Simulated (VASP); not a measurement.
The system is SrO.

```
Sr O
1.0
     0.00000    2.56630    2.56630
     2.56630    0.00000    2.56630
     2.56630    2.56630    0.00000
Sr O
1 1
Direct
  0.50000 0.50000 0.50000
  0.00000 0.00000 0.00000
```

Base run:

* Program: VASP 6.6.1
* Functional: AM05
* Potentials or basis: VASP PAW PBE potentials, release 64 (Sr_sv, O)
* Cutoff: 520 eV
* k mesh: 9 × 9 × 9
* Occupations: fermi-dirac, width 0.05 eV
* Spin: no spin polarisation

Its results: band gap on the k mesh 3.28 eV, indirect (least direct gap 3.37 eV); pressure 1.0 GPa.

Q: After a change of settings the same cell gave: band gap on the k mesh 3.21 eV, indirect (least direct gap 3.30 eV); pressure 0.1 GPa. Which change was it?
A. functional from AM05 to BLYP
B. functional from AM05 to PBEsol
C. functional from AM05 to r2SCAN
D. functional from AM05 to revPBE

A: B.

Caveats: the PAW data sets were made with another functional, which shifts forces and pressure a little.
